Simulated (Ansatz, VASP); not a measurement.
## Li2Se: VASP beside Ansatz

INCAR

```
PREC = Accurate
ENCUT = 520
EDIFF = 1E-7
ISMEAR = -1
SIGMA = 0.05
LREAL = F
LASPH = T
NELM = 80
ALGO = Normal
ISIF = 2
LWAVE = F
LCHARG = F
GGA = PE
NBANDS = 13
```

Contents of KPOINTS:

```
Automatic mesh
0
Gamma
  8 8 8
```

Contents of POSCAR:

```
Li2Se
1.0
    0.0000000000      3.0420111100      3.0420111100
    3.0420111100      0.0000000000      3.0420111100
    3.0420111100      3.0420111100      0.0000000000
Se Li
1 2
Direct
    0.0000000000      0.0000000000      0.0000000000
    0.7500000000      0.7500000000      0.7500000000
    0.2500000000      0.2500000000      0.2500000000
```

The input input.yaml:

```yaml
crystal:
  lattice:
    - [0.0, 3.04201111, 3.04201111]
    - [3.04201111, 0.0, 3.04201111]
    - [3.04201111, 3.04201111, 0.0]
  atoms:
    - { symbol: Se, position: [0.0, 0.0, 0.0] }
    - { symbol: Li, position: [0.75, 0.75, 0.75] }
    - { symbol: Li, position: [0.25, 0.25, 0.25] }
hamiltonian:
  xc: pbe
  pseudopotentials: { kind: paw }
kpoints:
  mp_grid: { grid: [8, 8, 8] }
scf:
  occupations: { method: fermi_dirac, width: 0.05 }
output:
  forces: true
  stress: true
  eigenvalues: true
```

Change from the starting cell: volume scaled by 1.04.

Alike in both runs: task single point; functional PBE; k mesh 8 × 8 × 8; occupations fermi-dirac, width 0.05 eV; no spin polarisation.

```csv
,VASP,Ansatz
version,VASP 6.6.1,Ansatz 0.2.0
potentials or method,"VASP PAW PBE potentials, release 64 (Se, Li_sv)",Ansatz PAW
plane-wave cutoff (eV),520,420
valence electrons in the cell,12,22
```

VASP gave:

- gap on the k mesh at the Fermi level (eV): 3.00
- least direct gap on the mesh (eV): 3.23

Question: Estimate Ansatz's values.

Answer: gap on the k mesh at the Fermi level (eV): 3.01; least direct gap on the mesh (eV): 3.22.

The two sets of potentials don't hold the same shells in valence.

 A k mesh can miss the band edges.
